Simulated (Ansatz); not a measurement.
Input and output of a single-point calculation on rocksalt MgS (Ansatz 0.2.0, PBE). The cell was relaxed with r2SCAN and then strained (biaxial +4.46 % in x and y, z held), with the atoms relaxed again with r2SCAN; k points keep the names of the unstrained zone.

Input file:
```yaml
crystal:
  lattice:
    - [0.0, 2.717545637, 2.601517937]
    - [2.717545637, 0.0, 2.601517937]
    - [2.717545637, 2.717545637, 0.0]
  atoms:
    - { symbol: Mg, position: [0.0, 0.0, 0.0] }
    - { symbol: S, position: [0.5, 0.5, 0.5] }
kpoints:
  mp_grid: { grid: [8, 8, 8] }
  band_path:
    path:
      - [0.0, 0.0, 0.0]
      - [0.5, 0.0, 0.5]
      - [0.625, 0.25, 0.625]
      - [0.375, 0.375, 0.75]
      - [0.5, 0.5, 0.5]
      - [0.5, 0.25, 0.75]
    npoints: 1
hamiltonian:
  xc: pbe
scf:
  occupations: { method: fermi_dirac, width: 0.02 }
  n_extra_bands: 4
output:
  forces: true
  stress: true
  eigenvalues: true
```

Output, abridged:
```
scf.n_extra_bands = 4 over 8 filled bands (N_el = 16.0): the run solves 12 bands
Pseudopotential: Mg, paw, valence charge 10, recommended cutoff 420 eV (normal)
Pseudopotential: S, paw, valence charge 6, recommended cutoff 420 eV (normal)
Functional definition: PBE
Crystal: 2 atoms, lattice volume = 38.425 Å³
Basis set: ecut = 420 eV, 741 PW (Γ)
Symmetry: 16 space group operations
Space group: I4/mmm (ITA 139)
k-points: 59 of 512
SCF converged after 6 iterations
Free energy (F): -2828.698296 eV
Fermi energy:    6.714101 eV
--- Stress (GPa, compression-positive) ---
       -5.320888       0.000000       0.000000
        0.000000      -5.320888       0.000000
        0.000000       0.000000      -2.393116
  P = ⅓ Tr σ = -4.3450 GPa (-43.450 kbar)
--- Band table (eV; the first three rows and the last of 59) ---
  k-point 0: bands = […, -36.2482, -36.2340, -6.7796, 5.2857, 5.4904, 5.4904, 8.5034, 13.2525, 13.2525, 13.6748]
  k-point 1: bands = […, -36.2484, -36.2342, -6.6483, 4.4175, 5.3020, 5.3855, 9.3305, 12.9975, 13.4202, 13.7636]
  k-point 2: bands = […, -36.2486, -36.2349, -6.2973, 2.8222, 5.1509, 5.1565, 10.0350, 12.8759, 13.1800, 13.4445]
  k-point 58: bands = […, -36.2501, -36.2379, -5.2907, 1.6965, 3.8218, 3.8218, 7.9234, 9.9546, 16.9026, 17.7606]
```

The rows of the band table are 0: (0, 0, 0) = Γ, 1: (0, 0, 1/8), 2: (0, 0, 1/4), 58: (-1/2, -1/2, 0) = X.

bands.tsv, columns around the gap (it counts bands from 0):
```tsv
# k_distance	band_3	band_4	band_5	band_6	band_7	band_8	band_9	band_10	band_11
# fermi_ev = 6.714101
# [0, 0, 0] at k_distance = 0.000000
# [0.5, 0, 0.5] at k_distance = 1.156040
# [0.625, 0.25, 0.625] at k_distance = 1.573976
# [0.375, 0.375, 0.75] at k_distance = 2.287263
# [0.5, 0.5, 0.5] at k_distance = 3.016391
# [0.5, 0.25, 0.75] at k_distance = 3.852263
# levels_relative_to = fermi_ev
0.000	-42.948	-13.494	-1.428	-1.224	-1.224	1.789	6.538	6.538	6.961
1.156	-42.950	-12.138	-5.048	-2.905	-2.545	1.389	3.395	9.724	10.784
1.574	-42.950	-12.117	-4.578	-4.178	-2.426	2.580	5.359	8.002	8.190
2.287	-42.951	-12.048	-4.580	-4.110	-2.588	2.335	5.117	8.016	8.466
3.016	-42.950	-12.392	-5.678	-1.837	-1.745	3.110	5.286	5.749	7.912
3.852	-42.951	-12.041	-4.198	-4.180	-3.311	3.496	6.314	6.324	6.515
```
In order the rows are Γ, X, U, K, L, W.

The PBE gap is indirect, 2.43 eV (Γ to X (-1/2, -1/2, 0)), below the direct gap of 3.01 eV at Γ. Edges are sought over the mesh and the listed points. The mean pressure at these positions is -4.34 GPa, compression counted positive.

(Simulation; spin polarisation is off.)
